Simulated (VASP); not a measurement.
# AlN (P6_3mc) in VASP: a series of runs, part 2 of 2

VASP 6.6.1.

## (4) Relaxation of cell and atoms, PBE

INCAR

```
PREC = Accurate
ENCUT = 600
EDIFF = 1E-6
ISMEAR = 0
SIGMA = 0.03
LREAL = False
LASPH = True
NELM = 80
ALGO = Normal
ISIF = 3
LWAVE = False
LCHARG = False
GGA = PE
IBRION = 2
NSW = 90
EDIFFG = -0.01
```

KPOINTS

```
regular mesh
0
Gamma
  12 12 6
```

POSCAR

```
AlN
1.0
    3.1130000000      0.0000000000      0.0000000000
   -1.5565000000      2.6959370800      0.0000000000
    0.0000000000      0.0000000000      4.9810000000
Al N
2 2
Direct
    0.3333333300      0.6666666700      0.0000000000
    0.6666666700      0.3333333300      0.5000000000
    0.3333333300      0.6666666700      0.3800000000
    0.6666666700      0.3333333300      0.8800000000
```

Potentials or basis: VASP PAW PBE potentials, release 64 (Al, N).

On the command line:

```
cat potpaw_PBE.64/Al/POTCAR potpaw_PBE.64/N/POTCAR > POTCAR
mpirun -np 1 vasp_std > vasp.out
```

OUTCAR:

```text
PREC = Accurate
   ENCUT = 600
   EDIFF = 1E-6
   ISMEAR = 0
   LREAL = False
   LASPH = True
   NELM = 80
   ISIF = 3
   GGA = PE
   IBRION = 2
   NSW = 90
   EDIFFG = -0.01

 ion  position               nearest neighbor table
   1  0.333  0.667  0.000-   3 1.89   4 1.89   4 1.89   4 1.89   2 3.07   2 3.07   2 3.07   2 3.07
                             2 3.07   2 3.07
   2  0.667  0.333  0.500-   4 1.89   3 1.89   3 1.89   3 1.89   1 3.07   1 3.07   1 3.07   1 3.07
                             1 3.07   1 3.07
   3  0.333  0.667  0.380-   1 1.89   2 1.89   2 1.89   2 1.89
   4  0.667  0.333  0.880-   2 1.89   1 1.89   1 1.89   1 1.89

  LATTYP: Found a hexagonal cell.
 ALAT       =     3.1130000000
 C/A-ratio  =     1.6000642467

  Lattice vectors:

 A1 = (   3.1130000000,   0.0000000000,   0.0000000000)
 A2 = (  -1.5565000000,   2.6959370800,   0.0000000000)
 A3 = (   0.0000000000,   0.0000000000,   4.9810000000)

Analysis of symmetry for initial positions (statically):
=====================================================================
 Subroutine PRICEL returns:
 Original cell was already a primitive cell.

 Routine SETGRP: Setting up the symmetry group for a
 hexagonal supercell.

 Subroutine GETGRP returns: Found 12 space group operations
 (whereof  6 operations were pure point group operations)
 out of a pool of 24 trial point group operations.

The static configuration has the point symmetry C_3v.
 The point group associated with its full space group is C_6v.

Analysis of symmetry for dynamics (positions and initial velocities):
=====================================================================
 Subroutine PRICEL returns:
 Original cell was already a primitive cell.

 Routine SETGRP: Setting up the symmetry group for a
 hexagonal supercell.

 Subroutine GETGRP returns: Found 12 space group operations
 (whereof  6 operations were pure point group operations)
 out of a pool of 24 trial point group operations.

The dynamic configuration has the point symmetry C_3v.
 The point group associated with its full space group is C_6v.

 Subroutine INISYM returns: Found 12 space group operations
 (whereof  6 operations are pure point group operations),
 and found     1 'primitive' translations

----------------------------------------------------------------------------------------

                                     Primitive cell

  volume of cell :      41.8028

  direct lattice vectors                    reciprocal lattice vectors
     3.113000000  0.000000000  0.000000000     0.321233537  0.185464269  0.000000000
    -1.556500000  2.695937080  0.000000000     0.000000000  0.370928538  0.000000000
     0.000000000  0.000000000  4.981000000     0.000000000  0.000000000  0.200762899

  length of vectors
     3.113000000  3.112999998  4.981000000     0.370928538  0.370928538  0.200762899

  position of ions in fractional coordinates (direct lattice)
     0.333333330  0.666666670  0.000000000
     0.666666670  0.333333330  0.500000000
     0.333333330  0.666666670  0.380000000
     0.666666670  0.333333330  0.880000000

  ion indices of the primitive-cell ions
   primitive index   ion index
                 1           1
[... 62 lines left out ...]
   ions per type =               2   2
   NGX,Y,Z   is equivalent  to a cutoff of  14.95, 14.95, 13.35 a.u.
   NGXF,Y,Z  is equivalent  to a cutoff of  29.91, 29.91, 26.70 a.u.
 SYSTEM =  unknown system
   PREC   = accura    normal or accurate (medium, high low for compatibility)
   ISTART =      0    job   : 0-new  1-cont  2-samecut
   ICHARG =      2    charge: 1-file 2-atom 10-const
   ISPIN  =      1    spin polarized calculation?
   LNONCOLLINEAR =      F non collinear calculations
   LSORBIT =      F    spin-orbit coupling
   LASPH  =      T    aspherical Exc in radial PAW
   ENCUT  =  600.0 eV  44.10 Ry    6.64 a.u.   6.22  6.22  9.95*2*pi/ulx,y,z
   NELM   =     80;   NELMIN=  2; NELMDL= -5     # of ELM steps
   EDIFF  = 0.1E-05   stopping-criterion for ELM
   LREAL  =      F    real-space projection
   EDIFFG = -.1E-01   stopping-criterion for IOM
   NSW    =     90    number of steps for IOM
   IBRION =      2    ionic relax: 0-MD 1-quasi-New 2-CG
   NFREE  =      1    steps in history (QN), initial steepest desc. (CG)
   ISIF   =      3    stress and relaxation
   ISYM   =      2    0-nonsym 1-usesym 2-fastsym
   POTIM  = 0.5000    time-step for ionic-motion
   TEBEG  =    0.0;   TEEND  =   0.0 temperature during run
   PSTRESS=    0.0 pullay stress
   NELECT =      16.0000    total number of electrons
   NUPDOWN=      -1.0000    fix difference up-down
   EMIN   =  10.00;   EMAX   =-10.00  energy-range for DOS
   EFERMI =   0.00;   METHOD = LEGACY
   ISMEAR =     0;   SIGMA  =   0.03  broadening in eV -4-tet -1-fermi 0-gaus
   EFERMI_NEDOS =   21; number of points for ismear=-14 and -15
   IALGO  =     38    algorithm
   IMIX   =      4    mixing-type and parameters
     AMIX     =   0.40;   BMIX     =  1.00
     AMIX_MAG =   1.60;   BMIX_MAG =  1.00
  volume/ion in A,a.u.               =      10.45        70.52
  Fermi-wavevector in a.u.,A,eV,Ry     =   1.188629  2.246183 19.222843  1.412839
  Thomas-Fermi vector in A             =   2.324754
   LORBIT       =      0    0 simple, 1 ext, 2 COOP (PROOUT), +10 PAW based schemes
   GGA     = PE    functional components
   LHFCALC =     F    Hartree Fock is set to
   AEXX    =    0.0000 exact exchange contribution
   IVDW    =     0    specifies the selected vdW correction
   LEPSILON=     F    determine dielectric tensor
   LRPA    =     F    only Hartree local field effects (RPA)
 conjugate gradient relaxation of ions
 non-spin polarized calculation
 Gauss-broadening in eV      SIGMA  =   0.03
  energy-cutoff  :      600.00
  volume of cell :       41.80
 maximum number of plane-waves:      1412
 NGX is ok and might be reduce to    28
   NGX = 13   NGY = 13   NGZ = 19

--------------------------------------- Ionic step        1  -------------------------------------------

 number of electron      16.0000000 magnetization

 Free energy of the ion-electron system (eV)
  ---------------------------------------------------
  ext. energy  EPLUGINS =         0.00000000
  ---------------------------------------------------
  free energy    TOTEN  =       -29.77433057 eV

  energy without entropy =      -29.77433057  energy(sigma->0) =      -29.77433057

------------------------ aborting loop because EDIFF is reached ----------------------------------------

  FORCE on cell =-STRESS in cart. coord.  units (eV):
  Direction    XX          YY          ZZ          XY          YZ          ZX
  --------------------------------------------------------------------------------------
  -------------------------------------------------------------------------------------
  Total        0.7297040      0.7297040      1.1617999      0.0000000      0.0000000      0.0000000
  in kB       27.9673881     27.9673881     44.5283406      0.0000000      0.0000000      0.0000000
  external PRESSURE =      33.4877056 kB  Pullay stress =       0.0000000 kB
[... 63 lines left out ...]
--------------------------------------- Ionic step        3  -------------------------------------------

 number of electron      15.9999999 magnetization

 Free energy of the ion-electron system (eV)
  ---------------------------------------------------
  ext. energy  EPLUGINS =         0.00000000
  ---------------------------------------------------
  free energy    TOTEN  =       -29.78264085 eV

  energy without entropy =      -29.78264085  energy(sigma->0) =      -29.78264085

 E-fermi :   6.1764     XC(G=0): -10.8355

 val. band max:        5.9763197531   @ k =   0.0000   0.0000   0.0000
 cond. band min:      10.0414951767   @ k =   0.0000   0.0000   0.0000
 fundamental gap:      4.0651754237
 Fermi energy:         6.1764166612

 k-point     1 :       0.0000    0.0000    0.0000
  band No.  band energies     occupation
      1      -9.0972      2.00000
      2      -7.0120      2.00000
      3       0.0645      2.00000
      4       5.1407      2.00000
      5       5.1407      2.00000
      6       5.7815      2.00000
      7       5.7815      2.00000
      8       5.9763      2.00000
      9      10.0415      0.00000
     10      12.5146      0.00000
     11      16.4474      0.00000
     12      17.0311      0.00000
[... 331 lines left out ...]
 k-point    24 :       0.3333    0.0000    0.1667
  band No.  band energies     occupation
      1      -7.8018      2.00000
      2      -6.6084      2.00000
      3       1.1357      2.00000
      4       2.0826      2.00000
      5       2.6843      2.00000
      6       4.2440      2.00000
      7       5.1987      2.00000
      8       5.3368      2.00000
      9      11.7675      0.00000
     10      12.5857      0.00000
     11      14.3396      0.00000
     12      16.0287      0.00000

 [... further k-points ...]
[... 5 lines left out ...]
  --------------------------------------------------------------------------------------
  -------------------------------------------------------------------------------------
  Total        0.0186784      0.0186784     -0.0196717      0.0000000      0.0000000      0.0000000
  in kB        0.7041707      0.7041707     -0.7416169      0.0000000      0.0000000      0.0000000
  external PRESSURE =       0.2222415 kB  Pullay stress =       0.0000000 kB
[... 19 lines left out ...]
  FREE ENERGIE OF THE ION-ELECTRON SYSTEM (eV)
  ---------------------------------------------------
  free  energy   TOTEN  =       -29.7826408514 eV

  energy  without entropy=      -29.7826408514  energy(sigma->0) =      -29.78264085

 reached required accuracy - stopping structural energy minimisation
```

OSZICAR:

```text
N       E                     dE             d eps       ncg     rms          rms(c)
DAV:   1     0.573390269926E+02    0.57339E+02   -0.83135E+03  1824   0.134E+03
[... 22 lines left out ...]
       N       E                     dE             d eps       ncg     rms          rms(c)
DAV:   1    -0.297928628956E+02   -0.16788E-01   -0.32184E-01  1992   0.543E+00    0.663E-01
DAV:   2    -0.297829687026E+02    0.98942E-02   -0.31497E-02  2208   0.149E+00    0.186E-01
DAV:   3    -0.297827401265E+02    0.22858E-03   -0.19775E-03  2108   0.407E-01    0.660E-02
DAV:   4    -0.297826560313E+02    0.84095E-04   -0.15374E-04  2204   0.113E-01    0.317E-02
DAV:   5    -0.297826405701E+02    0.15461E-04   -0.29279E-05  2264   0.474E-02    0.117E-02
DAV:   6    -0.297826408514E+02   -0.28128E-06   -0.15829E-06  1284   0.135E-02
   3 F= -.29782641E+02 E0= -.29782641E+02  d E =-.831029E-02
```

Wall time 71 s (1 thread of AMD EPYC 7R13 (Zen 3), shared host); peak memory 0.17 GiB.

What came out:

```
Free energy                            : -29.7826 eV
Relaxed volume                         : 10.62 Å³/atom
Relaxed cell                           : a = 3.127 Å, b = 3.127 Å, c = 5.018 Å, α = 90.00°, β = 90.00°, γ = 120.00°
Space group after relaxing (to 0.05 Å) : P6_3mc (No. 186)
Energy gained by relaxing              : 2.1 meV/atom
Ionic steps                            : 3
Pressure after relaxing                : 0.0 GPa
Largest force after relaxing           : 0.004 eV/Å
Band gap on the k mesh                 : 4.07 eV, direct
```

Forces on the atoms (eV/Å):
```
Al   0.000  0.000 -0.004
Al   0.000  0.000 -0.004
N    0.000  0.000  0.004
N    0.000  0.000  0.004
```

Step by step:
```tsv
step	energy change (eV)	largest force (eV/Å)	pressure (GPa)	volume (Å³)
1	0.0000	0.1289	3.35	41.80
2	-0.0017	0.0910	-2.80	43.14
3	-0.0083	0.0042	0.02	42.50
```

Final structure:
```
Al N
1.0
     3.12734    0.00000    0.00000
    -1.56367    2.70836    0.00000
     0.00000    0.00000    5.01754
Al N
2 2
Direct
  0.33333 0.66667 0.99934
  0.66667 0.33333 0.49934
  0.33333 0.66667 0.38066
  0.66667 0.33333 0.88066
```
